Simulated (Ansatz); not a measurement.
# Al2Ru: the cost of one run

Program: Ansatz 0.2.0. Level of theory: DFT PBEsol, scalar-relativistic, plane waves, PAW. These are calculated values, not measurements.

1 further run of the same task is left out (set aside as unsound or not needed).

### Step 1. Starting point

It takes space group Fddd (No. 70, orthorhombic). The conventional cell has a = 4.701 Å, b = 7.975 Å, c = 8.770 Å, α = 90.00°, β = 90.00°, γ = 90.00°. Al (site symmetry 2) has 5 Ru at 2.57 to 2.72 Å and 5 Al at 2.59 to 2.73 Å as nearest neighbours. Ru (site symmetry 222) has 10 Al at 2.57 to 2.72 Å as nearest neighbours.

Structure file:

```
Al Ru
1.0
     0.00000    3.98765    4.38508
     2.35057    0.00000    4.38508
     2.35057    3.98765    0.00000
Al Ru
4 2
Direct
  0.07895 0.42105 0.07895
  0.42105 0.07895 0.42105
  0.17105 0.82895 0.17105
  0.82895 0.17105 0.82895
  0.75000 0.75000 0.75000
  0.50000 0.50000 0.50000
```

It goes back to an entry of the Materials Project, which need not be the stable form.

This cell was relaxed beforehand with the same method: volume 13.70 Å³/atom, gap on the mesh 0.08 eV.

### Step 2. Electronic structure at the relaxed geometry

input.yaml reads:

```yaml
crystal:
  lattice:
    - [0.0, 3.9876480409, 4.3850793491]
    - [2.3505690921, 0.0, 4.3850793491]
    - [2.3505690921, 3.9876480409, 0.0]
  atoms:
    - { symbol: Al, position: [0.0789481736, 0.4210518264, 0.0789481736] }
    - { symbol: Al, position: [0.4210518264, 0.0789481736, 0.4210518264] }
    - { symbol: Al, position: [0.1710518264, 0.8289481736, 0.1710518264] }
    - { symbol: Al, position: [0.8289481736, 0.1710518264, 0.8289481736] }
    - { symbol: Ru, position: [0.75, 0.75, 0.75] }
    - { symbol: Ru, position: [0.5, 0.5, 0.5] }
basis:
  ecutwfc: 420
kpoints:
  mp_grid: { grid: [10, 10, 10] }
  band_path:
    path:
      - [[0.0, 0.0, 0.0], [0.5, 0.0, 0.5], [1.0, 0.5, 0.5], [0.5, 0.5, 0.0], [0.0, 0.0, 0.0], [0.0, 0.4087007, 0.4087007]]
      - [[1.0, 0.5912993, 0.5912993], [1.0, 0.5, 0.5]]
      - [[0.5, 0.0, 0.5], [0.5, 0.23496766, 0.73496766]]
      - [[0.5, 0.76503234, 0.26503234], [0.5, 0.5, 0.0]]
    npoints: 14
hamiltonian:
  xc: pbesol
scf:
  occupations: { method: gaussian, width: 0.01 }
  n_extra_bands: 15
output:
  forces: true
  stress: true
  eigenvalues: true
  populations: true
  dos: { projected: true, de: 0.02, nscf_kmesh: { grid: [15, 15, 15] } }
  bader: true
  write_density: true
  write_potential: true
  elf: true
  volumetric_format: npy
```

On the command line:

```sh
$ ansatz run input.yaml --threads 1 --pin off --max-ram 2560MiB --backend cpu --events-out ev --progress --plain --runs-dir out
```

**Question.** How long does this run take on 1 thread of Intel Xeon Platinum 8259CL at 2.50GHz (Skylake/Cascade Lake), shared host, and how much memory does it need?

About 4 min, with a peak of 1.1 GiB.
